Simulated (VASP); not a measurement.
Mg2ZnO3:

```
Mg Zn O
1.0
     4.81375    0.00000    0.00000
    -2.40687    4.16883    0.00000
     0.00000    0.00000    4.66177
Mg Zn O
2 1 3
Direct
  0.33333 0.66667 0.00000
  0.66667 0.33333 0.00000
  0.00000 0.00000 0.00000
  0.59147 0.00000 0.50000
  0.00000 0.59147 0.50000
  0.40853 0.40853 0.50000
```

The cell was built by a generator and needn't be a form met in nature.

* Program: VASP 6.6.1
* Task: relaxation of cell and atoms
* Functional: PBE
* Potentials or basis: VASP PAW PBE potentials, release 64 (Mg, Zn, O)
* Cutoff: 520 eV
* k mesh: 4 × 4 × 3
* Occupations: gaussian, width 0.15 eV
* Spin: no spin polarisation

At the start: pressure -10.0 GPa; volume 15.59 Å³/atom.

Problem. Where does the relaxation end?

Solution. Over 17 steps the energy falls by 2314.2 meV/atom and the volume is 10.07 Å³/atom (-35.4 %); space group P-62m (No. 189, to 0.05 Å).

Step by step:
```
step  energy change (eV)  largest force (eV/Å)  pressure (GPa)  volume (Å³)
   1              0.0000                0.6718          -10.02        93.55
   2             -4.7867                0.0926          -10.21        79.82
   3             44.8912                1.8020          576.07        32.02
   4             -6.6152                0.6313           -9.88        75.43
   5             -0.7366                1.7398           40.00        54.75
   6             -9.7235                1.7353            6.31        62.63
   7            -11.1707                1.6668           14.11        59.40
   8            -11.8342                2.3766           14.43        58.66
   9            -11.7112                1.3766            6.72        62.38
  10            -12.2884                2.0373            8.69        60.49
  11            -13.0739                1.3348           -9.32        66.99
  12            -13.0865                1.2390          -11.66        67.87
  13            -13.7473                0.5006           -7.11        63.58
  14            -13.8158                0.1344           -3.85        61.78
  15            -13.8175                0.0285           -4.23        62.04
  16            -13.8374                0.0849            4.08        59.09
  17            -13.8849                0.0517            0.02        60.41
```

Final structure:
```
CELL_PARAMETERS angstrom
5.09147 0.00000 0.00000
-2.54573 4.40934 0.00000
0.00000 0.00000 2.69089
ATOMIC_POSITIONS crystal
Mg 0.33333 0.66667 0.00000
Mg 0.66667 0.33333 0.00000
Zn 0.00000 0.00000 0.00000
O 0.65794 0.00000 0.50000
O 0.00000 0.65794 0.50000
O 0.34206 0.34206 0.50000
```

Caveat: the k mesh is coarse (spacing up to 0.45 Å⁻¹), so the values aren't converged; the volume moved by over 15 % at a fixed basis, so the end points are rough.
